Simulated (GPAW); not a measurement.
# GaN (P6_3mc) in GPAW: settings compared, part 2 of 2

GPAW 26.7.0.

### 4 Relaxation of cell and atoms, revPBE+D4

run.py

```python
from ase.calculators.mixing import SumCalculator
from ase.filters import FrechetCellFilter
from ase.io import read, write
from ase.optimize import BFGS
from dftd4.ase import DFTD4
from gpaw import GPAW, PW

atoms = read('GaN.cif')

calc = GPAW(mode=PW(800),
            xc='revPBE',
            kpts={'size': (7, 7, 4), 'gamma': True},
            occupations={'name': 'fermi-dirac', 'width': 0.05},
            nbands=18,
            convergence={'density': 1e-05, 'energy': 1e-05},
            maxiter=150,
            txt='gpaw.txt')
atoms.calc = SumCalculator([calc, DFTD4(method='revpbe')])
opt = BFGS(FrechetCellFilter(atoms), trajectory='relax.traj', logfile='-')
done = opt.run(fmax=0.01, steps=60)
calc.write('gs.gpw')
write('result.traj', atoms)
print('Converged:', done)
print('Cell:', atoms.cell.cellpar().round(4))
print('Volume:', round(atoms.get_volume(), 4))
print(atoms.get_scaled_positions().round(5))
```

GaN.cif

```cif
data_GaN
_cell_length_a 3.18000000
_cell_length_b 3.18000000
_cell_length_c 5.16600000
_cell_angle_alpha 90.00000000
_cell_angle_beta 90.00000000
_cell_angle_gamma 120.00000000
_space_group_name_H-M_alt 'P6_3mc'
_space_group_name_Hall 'P 6c -2c'
_space_group_IT_number 186
loop_
_space_group_symop_operation_xyz
'x,y,z'
'x-y,x,z+1/2'
'-y,x-y,z'
'-x,-y,z+1/2'
'-x+y,-x,z'
'y,-x+y,z+1/2'
'y,x,z+1/2'
'x,x-y,z'
'x-y,-y,z+1/2'
'-y,-x,z'
'-x,-x+y,z+1/2'
'-x+y,y,z'
loop_
_atom_site_label
_atom_site_type_symbol
_atom_site_symmetry_multiplicity
_atom_site_Wyckoff_symbol
_atom_site_fract_x
_atom_site_fract_y
_atom_site_fract_z
_atom_site_occupancy
Ga1 Ga 2 b 0.6666666667 0.3333333333 0.5000000000 1
N1 N 2 b 0.6666666667 0.3333333333 0.8750000000 1
```

Potentials or basis: the program's PAW data sets (release 1.2.1) made for this functional, pw.

Started as:

```bash
OMP_NUM_THREADS=1 python run.py
```

gpaw.txt:

```text
__  _  _
 | _ |_)|_||  |
 |__||  | ||/\| - 26.7.0

Input parameters:
  mode=PW(ecut=800.0),
  convergence={'density': 1e-05, 'energy': 1e-05},
  kpts=MonkhorstPack(size=(7, 7, 4), gamma=True),
  maxiter=150,
  nbands=18,
  occupations=Occupations(name='fermi-dirac', width=0.05),
  xc=XC(name='revPBE')

Diagonalizing LCAO Hamiltonian
Converting LCAO to pw mode

           N

           Ga
        N

[... 250 lines left out ...]

Unit cell  # Å
| periodic |         x |         y |         z |  lengths |     angles |
|----------|-----------|-----------|-----------|----------|------------|
|      yes |  3.184764 | -0.000000 | -0.000000 | 3.184764 |  90.000000 |
|      yes | -1.592382 |  2.758086 |  0.000000 | 3.184764 |  90.000000 |
|      yes | -0.000000 | -0.000000 |  5.176878 | 5.176878 | 120.000000 |

Number of symmetries: 2
Symmetry operations  # r_c * U_cc + t_c -> r_c
|   | kind |            matrix            |
|---|------|------------------------------|
| 0 |  E   |  1, 0, 0,  0, 1, 0,  0, 0, 1 |
| 1 |  σ   |  0,-1, 0, -1, 0, 0,  0, 0, 1 |
[... 213 lines left out ...]
Atoms  # Å, Bohr magnetons
|   | symbol |         x |        y |         z |    initial magnetic moments |
|---|--------|-----------|----------|-----------|-----------------------------|
| 0 |     Ga |  1.602199 | 0.925030 |  2.599882 | ( 0.0000,  0.0000,  0.0000) |
| 1 |     Ga |  0.000000 | 1.850060 | -0.008340 | ( 0.0000,  0.0000,  0.0000) |
| 2 |      N |  1.602199 | 0.925030 |  4.572716 | ( 0.0000,  0.0000,  0.0000) |
| 3 |      N | -0.000000 | 1.850061 |  1.964428 | ( 0.0000,  0.0000,  0.0000) |

Unit cell  # Å
| periodic |         x |         y |         z |  lengths |     angles |
|----------|-----------|-----------|-----------|----------|------------|
|      yes |  3.204397 |  0.000001 |  0.000000 | 3.204397 |  90.000000 |
|      yes | -1.602198 |  2.775090 | -0.000000 | 3.204397 |  90.000000 |
|      yes |  0.000000 | -0.000000 |  5.216437 | 5.216437 | 119.999975 |

Number of symmetries: 2
Symmetry operations  # r_c * U_cc + t_c -> r_c
|   | kind |            matrix            |
|---|------|------------------------------|
| 0 |  E   |  1, 0, 0,  0, 1, 0,  0, 0, 1 |
| 1 |  σ   |  0,-1, 0, -1, 0, 0,  0, 0, 1 |
[... 890 lines left out ...]
Forces  # eV/Ang
|        x |        y |        z |
|----------|----------|----------|
| -0.00000 |  0.00000 | -0.00582 |  # Ga   0
|  0.00000 | -0.00000 | -0.00582 |  # Ga   1
|  0.00000 | -0.00000 |  0.00531 |  # N    2
| -0.00001 |  0.00000 |  0.00547 |  # N    3

# Writing to gs.gpw (mode='')
```

stdout:

```text
Step          Energy          fmax
BFGS:    0      -25.628531        0.588975
BFGS:    1      -25.639857        0.449217
BFGS:    2      -25.661962        0.123654
BFGS:    3      -25.663980        0.089409
BFGS:    4      -25.664995        0.026251
BFGS:    5      -25.665026        0.004141
Converged: True
Cell: [  3.2118   3.2118   5.2252  90.      90.     120.    ]
Volume: 46.6805
[[0.66667 0.33333 0.49908]
 [0.33333 0.66667 0.99908]
 [0.66667 0.33333 0.87592]
 [0.33333 0.66667 0.3759 ]]
```

Wall time 4 min (1 thread of Arm Neoverse V1, shared host); peak memory 0.33 GiB.

What came out:

```yaml
Free_energy: -25.6650 eV
Relaxed_volume: 11.67 Å³/atom
Relaxed_cell: a = 3.212 Å, b = 3.212 Å, c = 5.225 Å, α = 90.00°, β = 90.00°, γ = 120.00°
Space_group_after_relaxing_to_0.05_Å: P6_3mc (No. 186)
Energy_gained_by_relaxing: 9.1 meV/atom
Ionic_steps: 6
Pressure_after_relaxing: 0.0 GPa
Largest_force_after_relaxing: 0.004 eV/Å
Band_gap_on_the_k_mesh: 1.90 eV, direct
Dispersion_energy_per_atom: -0.706 eV
```

Forces on the atoms (eV/Å):
```
Ga   0.000  0.000  0.004
Ga   0.000  0.000  0.004
N    0.000  0.000 -0.004
N    0.000  0.000 -0.004
```

The path:
```
step  energy change (eV)  largest force (eV/Å)  pressure (GPa)  volume (Å³)
   1              0.0000                0.1742            6.74        45.24
   2             -0.0113                0.0798            5.56        45.47
   3             -0.0334                0.1156            1.26        46.39
   4             -0.0354                0.0884            0.42        46.58
   5             -0.0365                0.0260           -0.07        46.69
   6             -0.0365                0.0041           -0.04        46.68
```

Final structure:
```
Ga N
1.0
     3.21181    0.00000    0.00000
    -1.60590    2.78151    0.00000
     0.00000    0.00000    5.22522
Ga N
2 2
Direct
  0.66667 0.33333 0.49908
  0.33333 0.66667 0.99908
  0.66667 0.33333 0.87592
  0.33333 0.66667 0.37590
```

Caveat: the data sets keep Ga 3d, Li 1s and Be 1s frozen, and some such compounds lay over 1.5 % in volume off other programs; later steps reuse the first step's grids.

### 5 Relaxation of cell and atoms, BLYP+D4

Changes to run.py since step 4:

```diff
@@ -5,3 +5,5 @@
 from dftd4.ase import DFTD4
-from gpaw import GPAW, PW
+from gpaw import GPAW, PW, setup_paths
+
+setup_paths.insert(0, '.')
 
@@ -10,3 +12,3 @@
 calc = GPAW(mode=PW(800),
-            xc='revPBE',
+            xc='BLYP',
             kpts={'size': (7, 7, 4), 'gamma': True},
@@ -15,7 +17,8 @@
             convergence={'density': 1e-05, 'energy': 1e-05},
+            eigensolver='davidson',
             maxiter=150,
             txt='gpaw.txt')
-atoms.calc = SumCalculator([calc, DFTD4(method='revpbe')])
+atoms.calc = SumCalculator([calc, DFTD4(method='blyp')])
 opt = BFGS(FrechetCellFilter(atoms), trajectory='relax.traj', logfile='-')
-done = opt.run(fmax=0.01, steps=60)
+done = opt.run(fmax=0.02, steps=100)
 calc.write('gs.gpw')
```

GaN.cif is that of step 4.

Potentials or basis: PAW data sets generated in the run's folder for this functional, pw.

Started as:

```bash
gpaw-setup -f BLYP Ga N
OMP_NUM_THREADS=1 python run.py
```

gpaw.txt:

```text
__  _  _
 | _ |_)|_||  |
 |__||  | ||/\| - 26.7.0

Input parameters:
  mode=PW(ecut=800.0),
  convergence={'density': 1e-05, 'energy': 1e-05},
  eigensolver=Davidson(niter=2),
  kpts=MonkhorstPack(size=(7, 7, 4), gamma=True),
  maxiter=150,
  nbands=18,
  occupations=Occupations(name='fermi-dirac', width=0.05),
  xc=XC(name='BLYP')

Diagonalizing LCAO Hamiltonian
Converting LCAO to pw mode

           N

           Ga
        N

        Ga

Atoms  # Å, Bohr magnetons
|   | symbol |        x |        y |        z |    initial magnetic moments |
|---|--------|----------|----------|----------|-----------------------------|
| 0 |     Ga | 1.590000 | 0.917987 | 2.583000 | ( 0.0000,  0.0000,  0.0000) |
| 1 |     Ga | 0.000000 | 1.835974 | 0.000000 | ( 0.0000,  0.0000,  0.0000) |
| 2 |      N | 1.590000 | 0.917987 | 4.520250 | ( 0.0000,  0.0000,  0.0000) |
| 3 |      N | 0.000000 | 1.835974 | 1.937250 | ( 0.0000,  0.0000,  0.0000) |

Unit cell  # Å
| periodic |         x |        y |        z |  lengths |     angles |
|----------|-----------|----------|----------|----------|------------|
|      yes |  3.180000 | 0.000000 | 0.000000 | 3.180000 |  90.000000 |
|      yes | -1.590000 | 2.753961 | 0.000000 | 3.180000 |  90.000000 |
|      yes |  0.000000 | 0.000000 | 5.166000 | 5.166000 | 120.000000 |

Number of symmetries: 6
Symmetry operations  # r_c * U_cc + t_c -> r_c
|   | kind |            matrix            |
|---|------|------------------------------|
| 0 |  σ   |  1, 1, 0,  0,-1, 0,  0, 0, 1 |
| 1 |  E   |  1, 0, 0,  0, 1, 0,  0, 0, 1 |
| 2 |  C3  |  0, 1, 0, -1,-1, 0,  0, 0, 1 |
| 3 |  σ   |  0,-1, 0, -1, 0, 0,  0, 0, 1 |
| 4 |  σ   | -1, 0, 0,  1, 1, 0,  0, 0, 1 |
| 5 |  C3  | -1,-1, 0,  1, 0, 0,  0, 0, 1 |

BZ-sampling:
  Number of BZ points: 196
  Number of IBZ points: 28

  Monkhorst-Pack size: [7, 7, 4]
  Monkhorst-Pack shift: [0.0, 0.0, 0.125]
[... 118 lines left out ...]
convergence criteria:
[... 6 lines left out ...]
|iter     | |      energy | eigst |  dens |
|---------|-|-------------|-------|-------|
|iter:   1| |  -26.124202 | -0.13 |       |
|iter:   2| |  -24.958128 | -1.91 | -0.54 |
|iter:   3| |  -21.786920 | -0.45 | -0.59 |
|iter:   4| |  -21.771087 | -2.32 | -1.29 |
|iter:   5| |  -21.766065 | -2.92 | -1.53 |
|iter:   6| |  -21.764553 | -3.89 | -2.40 |
|iter:   7| |  -21.764567 | -5.03 | -3.16 |
|iter:   8| |  -21.764565c| -6.36 | -3.69 |
|iter:   9| |  -21.764564c| -7.28 | -4.05 |
|iter:  10| |  -21.764564c| -8.31c| -4.73 |
|iter:  11| |  -21.764564c| -9.12c| -5.11c|
[... 46 lines left out ...]
Stress tensor  # eV/Ang^3
|         x |         y |         z |
|-----------|-----------|-----------|
| -0.118852 |  0.000000 |  0.000000 |
|  0.000000 | -0.118852 | -0.000000 |
|  0.000000 | -0.000000 | -0.134782 |

Forces  # eV/Ang
|        x |       y |        z |
|----------|---------|----------|
|  0.00000 | 0.00000 | -0.17262 |  # Ga   0
| -0.00000 | 0.00000 | -0.17261 |  # Ga   1
| -0.00000 | 0.00000 |  0.17352 |  # N    2
| -0.00000 | 0.00000 |  0.17269 |  # N    3

Diagonalizing LCAO Hamiltonian
Converting LCAO to pw mode

           N

           Ga
        N

        Ga

Atoms  # Å, Bohr magnetons
|   | symbol |         x |        y |         z |    initial magnetic moments |
|---|--------|-----------|----------|-----------|-----------------------------|
| 0 |     Ga |  1.592887 | 0.919654 |  2.587091 | ( 0.0000,  0.0000,  0.0000) |
| 1 |     Ga | -0.000000 | 1.839307 | -0.002377 | ( 0.0000,  0.0000,  0.0000) |
| 2 |      N |  1.592887 | 0.919654 |  4.533959 | ( 0.0000,  0.0000,  0.0000) |
| 3 |      N | -0.000000 | 1.839307 |  1.944479 | ( 0.0000,  0.0000,  0.0000) |
[... 139 lines left out ...]
convergence criteria:
[... 6 lines left out ...]
|iter     | |      energy | eigst |  dens |
|---------|-|-------------|-------|-------|
|iter:   1| |  -26.136629 | -0.13 |       |
|iter:   2| |  -24.973096 | -1.91 | -0.54 |
|iter:   3| |  -21.822302 | -0.45 | -0.59 |
|iter:   4| |  -21.806887 | -2.32 | -1.29 |
|iter:   5| |  -21.801938 | -2.93 | -1.53 |
|iter:   6| |  -21.800444 | -3.89 | -2.41 |
|iter:   7| |  -21.800456 | -5.04 | -3.16 |
|iter:   8| |  -21.800455c| -6.66 | -3.71 |
|iter:   9| |  -21.800455c| -7.65c| -4.54 |
|iter:  10| |  -21.800455c| -8.79c| -5.09c|

Converged in 10 steps
Energy contributions relative to reference atoms: (reference = -108757.508249)
[... 979 lines left out ...]
Forces  # eV/Ang
|        x |        y |        z |
|----------|----------|----------|
| -0.00000 |  0.00000 | -0.00110 |  # Ga   0
|  0.00000 | -0.00000 | -0.00111 |  # Ga   1
| -0.00000 |  0.00000 |  0.00086 |  # N    2
|  0.00000 | -0.00000 |  0.00095 |  # N    3

# Writing to gs.gpw (mode='')
```

Wall time 5.3 min (1 thread of Intel Xeon Platinum 8175M at 2.50GHz (Skylake/Cascade Lake), shared host); peak memory 0.28 GiB.

What came out:

| Quantity | Value |
| --- | --- |
| Free energy | -24.9047 eV |
| Relaxed volume | 11.75 Å³/atom |
| Relaxed cell | a = 3.218 Å, b = 3.218 Å, c = 5.241 Å, α = 90.00°, β = 90.00°, γ = 120.00° |
| Space group after relaxing (to 0.05 Å) | P6_3mc (No. 186) |
| Energy gained by relaxing | 12.8 meV/atom |
| Ionic steps | 6 |
| Pressure after relaxing | -0.1 GPa |
| Largest force after relaxing | 0.005 eV/Å |
| Band gap on the k mesh | 1.94 eV, direct |
| Dispersion energy per atom | -0.741 eV |

Forces in eV/Å, atoms in the order of the input:
```
Ga   0.000  0.000  0.005
Ga   0.000  0.000  0.005
N    0.000  0.000 -0.005
N    0.000  0.000 -0.005
```

The path:
```tsv
step	energy change (eV)	largest force (eV/Å)	pressure (GPa)	volume (Å³)
1	0.0000	0.1669	8.10	45.24
2	-0.0155	0.0760	6.69	45.52
3	-0.0480	0.1221	1.19	46.71
4	-0.0500	0.0900	0.34	46.91
5	-0.0510	0.0280	-0.09	47.01
6	-0.0510	0.0051	-0.05	47.00
```

Final structure:
```yaml
crystal:
  lattice:
    - [3.21804, 0.00000, 0.00000]
    - [-1.60902, 2.78690, 0.00000]
    - [0.00000, 0.00000, 5.24055]
  atoms:
    - { symbol: Ga, position: [0.66667, 0.33333, 0.49920] }
    - { symbol: Ga, position: [0.33333, 0.66667, 0.99920] }
    - { symbol: N, position: [0.66667, 0.33333, 0.87582] }
    - { symbol: N, position: [0.33333, 0.66667, 0.37581] }
```

Caveat: the data sets keep Ga 3d, Li 1s and Be 1s frozen, and some such compounds lay over 1.5 % in volume off other programs; later steps reuse the first step's grids. Zero-point motion and thermal expansion aren't in these numbers.

### 6 Relaxation of cell and atoms, BLYP+D3(BJ)

Changes to run.py since step 5:

```diff
@@ -3,4 +3,4 @@
 from ase.io import read, write
-from ase.optimize import BFGS
-from dftd4.ase import DFTD4
+from ase.optimize import FIRE
+from dftd3.ase import DFTD3
 from gpaw import GPAW, PW, setup_paths
@@ -9,3 +9,3 @@
 
-atoms = read('GaN.cif')
+atoms = read('POSCAR')
 
@@ -20,5 +20,5 @@
             txt='gpaw.txt')
-atoms.calc = SumCalculator([calc, DFTD4(method='blyp')])
-opt = BFGS(FrechetCellFilter(atoms), trajectory='relax.traj', logfile='-')
-done = opt.run(fmax=0.02, steps=100)
+atoms.calc = SumCalculator([calc, DFTD3(method='blyp', damping='d3bj')])
+opt = FIRE(FrechetCellFilter(atoms), trajectory='relax.traj', logfile='-')
+done = opt.run(fmax=0.02, steps=60)
 calc.write('gs.gpw')
```

POSCAR

```
GaN
1.0
    3.1800000000      0.0000000000      0.0000000000
   -1.5900000000      2.7539607840      0.0000000000
    0.0000000000      0.0000000000      5.1660000000
Ga N
2 2
Direct
    0.6666666667      0.3333333333      0.5000000000
    0.3333333333      0.6666666667      0.0000000000
    0.6666666667      0.3333333333      0.8750000000
    0.3333333333      0.6666666667      0.3750000000
```

Potentials or basis: PAW data sets generated in the run's folder for this functional, pw.

Started as:

```bash
gpaw-setup -f BLYP Ga N
OMP_NUM_THREADS=1 python run.py
```

It took 6.3 min on 1 thread of Intel Xeon Platinum 8175M at 2.50GHz (Skylake/Cascade Lake), shared host; peak memory 0.3 GiB.

It converged, with:

```yaml
Free_energy: -24.1236 eV
Relaxed_volume: 11.94 Å³/atom
Relaxed_cell: a = 3.234 Å, b = 3.234 Å, c = 5.270 Å, α = 90.00°, β = 90.00°, γ = 120.00°
Space_group_after_relaxing_to_0.05_Å: P6_3mc (No. 186)
Energy_gained_by_relaxing: 24.5 meV/atom
Ionic_steps: 15
Pressure_after_relaxing: 0.0 GPa
Largest_force_after_relaxing: 0.018 eV/Å
Band_gap_on_the_k_mesh: 1.82 eV, direct
Dispersion_energy_per_atom: -0.534 eV
```

Forces on the atoms (eV/Å):
```
Ga   0.000  0.000 -0.018
Ga   0.000  0.000 -0.018
N    0.000  0.000  0.018
N    0.000  0.000  0.018
```

Stress tensor (GPa, compression positive):
```
-0.07  0.00  0.00
 0.00 -0.07  0.00
 0.00  0.00  0.20
```

The path:
| step | energy change (eV) | largest force (eV/Å) | pressure (GPa) | volume (Å³) |
| --- | --- | --- | --- | --- |
| 1 | 0.0000 | 0.1689 | 11.51 | 45.24 |
| 2 | -0.0210 | 0.1031 | 10.06 | 45.52 |
| 3 | -0.0522 | 0.0062 | 7.43 | 46.04 |
| 4 | -0.0803 | 0.0760 | 4.11 | 46.76 |
| 5 | -0.0964 | 0.1032 | 0.60 | 47.60 |
| 6 | -0.0951 | 0.0456 | -2.49 | 48.41 |
| 7 | -0.0953 | 0.0425 | -2.43 | 48.39 |
| 8 | -0.0957 | 0.0367 | -2.31 | 48.36 |
| 9 | -0.0963 | 0.0284 | -2.13 | 48.31 |
| 10 | -0.0968 | 0.0183 | -1.89 | 48.24 |
| 11 | -0.0974 | 0.0074 | -1.61 | 48.16 |
| 12 | -0.0980 | 0.0040 | -1.28 | 48.08 |
| 13 | -0.0983 | 0.0130 | -0.91 | 47.98 |
| 14 | -0.0984 | 0.0191 | -0.48 | 47.87 |
| 15 | -0.0982 | 0.0181 | 0.02 | 47.74 |

Final structure:
```cif
data_structure
_symmetry_space_group_name_H-M 'P 1'
_symmetry_Int_Tables_number 1
_cell_length_a 3.2344
_cell_length_b 3.2344
_cell_length_c 5.2695
_cell_angle_alpha 90.000
_cell_angle_beta 90.000
_cell_angle_gamma 120.000
_cell_volume 47.74
loop_
_atom_site_label
_atom_site_type_symbol
_atom_site_fract_x
_atom_site_fract_y
_atom_site_fract_z
_atom_site_occupancy
Ga1 Ga 0.66667 0.33333 0.49939 1
Ga2 Ga 0.33333 0.66667 0.99939 1
N1 N 0.66667 0.33333 0.87565 1
N2 N 0.33333 0.66667 0.37564 1
```

Levels at points of the mesh, in eV from the valence-band top:
| k point | band 6 | band 7 | band 8 | band 9 | band 10 | band 11 |
| --- | --- | --- | --- | --- | --- | --- |
| (0.00, 0.00, 0.00) | -0.04 | 0.00 | 0.00 | 1.82 | 4.11 | 9.15 |
| (0.00, 0.00, 0.50) | -0.50 | -0.50 | -0.50 | 4.12 | 4.12 | 8.42 |

Caveat: the data sets keep Ga 3d, Li 1s and Be 1s frozen, and some such compounds lay over 1.5 % in volume off other programs; later steps reuse the first step's grids.

### 7 Summary

| level | potentials or basis | eigensolver | optimizer | fmax | max steps | gap on the mesh (eV) | pressure (GPa) | relaxed volume (Å³/atom) | largest force (eV/Å) |
| --- | --- | --- | --- | --- | --- | --- | --- | --- | --- |
| revTPSS | GPAW PAW data sets (gpaw-data 1.2.1), pw | davidson | FIRE | 0.05 eV/Å | 100 | 1.50 | -0.5 | - | 0.02 |
| PBEsol+D3 | PAW data sets generated in the run's folder for this functional, pw | - | LBFGS | 0.02 eV/Å | 40 | 1.83 | 0.0 | 11.66 | - |
| revPBE+D4 | the program's PAW data sets (release 1.2.1) made for this functional, pw | - | BFGS | 0.01 eV/Å | 60 | 1.90 | 0.0 | 11.67 | - |
| BLYP+D4 | PAW data sets generated in the run's folder for this functional, pw | davidson | BFGS | 0.02 eV/Å | 100 | 1.94 | -0.1 | 11.75 | 0.01 |
| BLYP+D3(BJ) | PAW data sets generated in the run's folder for this functional, pw | davidson | FIRE | 0.02 eV/Å | 60 | 1.82 | 0.0 | 11.94 | 0.02 |

Alike in all rows: task relaxation of cell and atoms; no spin polarisation; cell relaxed; k mesh 7 × 7 × 4; cutoff (eV) 800; smearing fermi-dirac 0.05 eV.

Caveats: the data sets keep Ga 3d, Li 1s and Be 1s frozen, and some such compounds lay over 1.5 % in volume off other programs; later steps reuse the first step's grids; the PAW data sets were made with another functional, which shifts forces and pressure a little (some runs).

Absolute energies hang on the potentials; compare differences alone.
